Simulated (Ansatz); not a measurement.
All numbers below come from Ansatz, DFT, RPBE, plane waves (420 eV) with PAW, scalar-relativistic. (PAW data from PBE, frozen cores regenerated.)

An element in the omega (AlB2-type) structure gives this curve. The cell is scaled uniformly from the relaxed one, with fractional coordinates and shape fixed. Energies are extrapolated to zero smearing, pressures are those at the given smearing. Magnetic state: spin not included.

```tsv
V (Å³/atom)	E − E₀ (meV/atom)	P (GPa)
14.369	204.9	39.11
15.022	81.8	22.62
15.675	18.0	9.87
16.329	0.0	0.02
16.982	17.3	-7.55
17.635	61.7	-13.33
18.288	126.7	-17.70
```

**Question.** Which element is it?
A. aluminium
B. rhenium
C. titanium
D. platinum

**Answer.** D. Its fit is V₀ = 16.31 Å³/atom, B₀ = 217 GPa, B₀′ = 5.5.
